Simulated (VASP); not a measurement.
Here is a VASP 6.6.1 calculation.

The input POSCAR:

```
GaSb
1.0
    0.0000000000      3.0658848221      3.0658848221
    3.0658848221      0.0000000000      3.0658848221
    3.0658848221      3.0658848221      0.0000000000
Ga Sb
1 1
Direct
    0.0000000000      0.0000000000      0.0000000000
    0.2500000000      0.2500000000      0.2500000000
```

Contents of INCAR.step1:

```
PREC = Accurate
ENCUT = 550
ISMEAR = -1
SIGMA = 0.02
LREAL = F
LASPH = T
NELM = 120
NBANDS = 16
GGA = PE
ALGO = Normal
EDIFF = 1E-5
LWAVE = T
LCHARG = F
GGA_COMPAT = F
```

INCAR.step2

```
PREC = Accurate
ENCUT = 550
EDIFF = 1E-6
ISMEAR = -1
SIGMA = 0.02
LREAL = F
LASPH = T
NELM = 120
ALGO = Normal
ISIF = 2
LWAVE = F
LCHARG = T
METAGGA = R2SCAN
LMIXTAU = T
LELF = T
LVHAR = T
NBANDS = 16
ISTART = 1
GGA_COMPAT = F
```

KPOINTS

```
regular mesh
0
Gamma
  6 6 6
```

Potentials or basis: VASP PAW PBE potentials, release 64 (Ga_d, Sb).

Launch:

```bash
$ cat potpaw_PBE.64/Ga_d/POTCAR potpaw_PBE.64/Sb/POTCAR > POTCAR
$ cp INCAR.step1 INCAR
$ mpirun -np 1 vasp_std > vasp.out
$ cp INCAR.step2 INCAR
$ mpirun -np 1 vasp_std > vasp.out
```

(1) Estimate the pressure.

(2) Estimate the band gap on the k mesh.

Results:

(1) 0.1 GPa.

(2) 0.40 eV, direct.

Caveat: the PAW data sets were made with another functional, which shifts forces and pressure a little; spin-orbit coupling is left out, which moves the levels of the heavy elements.

**The experiment to reproduce.**

A printed reference work, data compilation reports, for a bulk crystal of GaSb at 4.2 K: band gap 0.811 eV (direct).

Against the measured gap of GaSb, 0.811 eV (direct; 4.2 K; a printed reference work, data compilation), the calculated 0.40 eV is off by -0.41 eV. Spin-orbit coupling on Ga, Sb is left out. The value is that of r2SCAN on a finite k mesh, which can miss the band edges, without temperature or zero-point motion.
